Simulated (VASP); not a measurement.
The system is SnTe.

```
Sn Te
1.0
     3.86307   -3.88361    0.00000
     3.86307    3.88361    0.00000
     0.00000    0.00000    4.57511
Sn Te
2 2
Direct
  0.50000 0.50000 0.21461
  0.50000 0.50000 0.71461
  0.00000 0.50000 0.25000
  0.50000 0.00000 0.75000
```

The cell was built by a generator and needn't be a form met in nature.

The cell isn't the ideal one: random cell with space group Ccc2 (No. 37).

```yaml
Program: VASP 6.6.1
Task: relaxation of cell and atoms
Functional: PBE
Potentials_or_basis: VASP PAW PBE potentials, release 64 (Sn_d, Te)
Cutoff: 600 eV
k_mesh: 4 × 4 × 4
Occupations: gaussian, width 0.1 eV
Spin: no spin polarisation
```

At the start: pressure 21.4 GPa; volume 34.32 Å³/atom.

Task: Where does the relaxation end?

Result: Over 41 steps the energy falls by 1445.9 meV/atom and the volume is 42.69 Å³/atom (+24.4 %); space group Cccm (No. 66, to 0.05 Å).

Step by step:
| step | energy change (eV) | largest force (eV/Å) | pressure (GPa) | volume (Å³) |
| --- | --- | --- | --- | --- |
| 1 | 0.0000 | 0.2943 | 21.37 | 137.28 |
| 3 | -4.4014 | 0.2109 | 0.00 | 192.15 |
| 5 | -4.4371 | 0.1908 | -1.08 | 202.53 |
| 7 | -4.5093 | 0.2567 | 0.18 | 193.44 |
| 9 | -4.5254 | 0.2802 | 0.14 | 194.12 |
| 11 | -4.6258 | 0.3806 | -0.93 | 204.81 |
| 13 | -4.6681 | 0.3730 | -1.63 | 212.27 |
| 15 | -4.6876 | 0.3769 | -1.67 | 212.35 |
| 17 | -4.7780 | 0.3885 | -1.93 | 212.65 |
| 19 | -5.1965 | 0.1135 | -3.27 | 212.71 |
| 21 | -5.2228 | 0.0039 | -3.35 | 212.59 |
| 23 | -5.3940 | 0.2888 | -2.34 | 201.16 |
| 25 | -5.4496 | 0.3297 | -2.01 | 197.16 |
| 27 | -5.6580 | 0.1459 | 0.20 | 176.08 |
| 29 | -5.6692 | 0.0281 | -0.36 | 179.38 |
| 31 | -5.6917 | 0.0589 | -0.03 | 176.46 |
| 33 | -5.7148 | 0.2369 | 0.58 | 171.94 |
| 35 | -5.7366 | 0.3376 | 0.24 | 171.31 |
| 37 | -5.7602 | 0.2096 | -0.27 | 173.26 |
| 39 | -5.7670 | 0.1090 | -0.71 | 175.14 |
| 41 | -5.7837 | 0.0017 | -0.04 | 170.78 |

Final structure:
```xyz
4
Lattice="3.3092 -3.2915 0.0000 3.3092 3.2915 0.0000 0.0000 0.0000 7.8392" Properties=species:S:1:pos:R:3 pbc="T T T"
Sn    3.3092    0.0000    0.8416
Sn    3.3092    0.0000    4.7612
Te    1.6546    1.6458    2.8005
Te    1.6546   -1.6458    6.7201
```

Caveat: the volume moved by over 15 % at a fixed basis, so the end points are rough.
